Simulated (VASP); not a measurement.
BeS in VASP 6.6.1, single-point calculation

INCAR

```
GGA = PS
LREAL = .FALSE.
ENCUT = 520
NSW = 0
IBRION = -1
ADDGRID = .TRUE.
LASPH = .TRUE.
NBANDS = 11
ISIF = 2
SIGMA = 0.01
EDIFF = 1E-7
LWAVE = .FALSE.
NELM = 54
PREC = Single
LCHARG = .FALSE.
ISMEAR = 0
```

KPOINTS

```
KPOINTS created by Atomic Simulation Environment
0
Gamma
10 10 10
0 0 0
```

POSCAR

```
Be S
 1.0000000000000000
     0.0000000000000000    2.4343062285926913    2.4343062285926913
     2.4343062285926913    0.0000000000000000    2.4343062285926913
     2.4343062285926913    2.4343062285926913    0.0000000000000000
 Be  S
   1   1
Cartesian
  0.0000000000000000  0.0000000000000000 -0.0000000000000000
  1.2171531142963457  1.2171531142963457  1.2171531142963457
```

The recommended PBE PAW datasets give the neutral cell 8 valence electrons.

Command

```
mpirun -np 1 vasp_std
```

Q: Predict the outcome of this run.

A: It converged. Results: gap between bands v and c on the k mesh 2.95 eV; least direct gap on the k mesh 5.59 eV; pressure -1.6 GPa. Band v is the last that the valence electrons fill when counted band by band, and c is the next.

OSZICAR

```
N       E                     dE             d eps       ncg     rms          rms(c)
DAV:   1     0.195348785631E+02    0.19535E+02   -0.38406E+03  1034   0.622E+02
DAV:   2    -0.955285798146E+01   -0.29088E+02   -0.27600E+02  1398   0.114E+02
DAV:   3    -0.107344420627E+02   -0.11816E+01   -0.11785E+01  1390   0.228E+01
DAV:   4    -0.107418824753E+02   -0.74404E-02   -0.74394E-02  1234   0.204E+00
DAV:   5    -0.107419461080E+02   -0.63633E-04   -0.63632E-04  1371   0.197E-01    0.525E+00
DAV:   6    -0.106075145335E+02    0.13443E+00   -0.11088E-01  1183   0.152E+00    0.347E+00
DAV:   7    -0.105616187578E+02    0.45896E-01   -0.10434E-01  1248   0.160E+00    0.813E-01
DAV:   8    -0.105618677902E+02   -0.24903E-03   -0.55119E-03  1341   0.390E-01    0.133E-01
DAV:   9    -0.105619103361E+02   -0.42546E-04   -0.32575E-04  1252   0.117E-01    0.362E-02
DAV:  10    -0.105619220605E+02   -0.11724E-04   -0.35993E-05  1371   0.303E-02    0.959E-03
DAV:  11    -0.105619245936E+02   -0.25332E-05   -0.77622E-06  1243   0.148E-02    0.611E-03
DAV:  12    -0.105619247462E+02   -0.15255E-06   -0.20251E-07  1320   0.323E-03    0.182E-03
DAV:  13    -0.105619248332E+02   -0.87024E-07   -0.50084E-08   692   0.108E-03
   1 F= -.10561925E+02 E0= -.10561925E+02  d E =-.194539E-97
```

Standard output (part)

```
POSCAR found type information on POSCAR BeS
 POSCAR found :  2 types and       2 ions
 LDA part: xc-table for (Slater+PW92), standard interpolation
 POSCAR, INCAR and KPOINTS ok, starting setup
 WAVECAR not read
 entering main loop
```

For comparison, a separate PBEsol run of the intended cell, on usual settings and not on those above, gives a gap of 2.95 eV on its mesh and a pressure of -1.6 GPa.
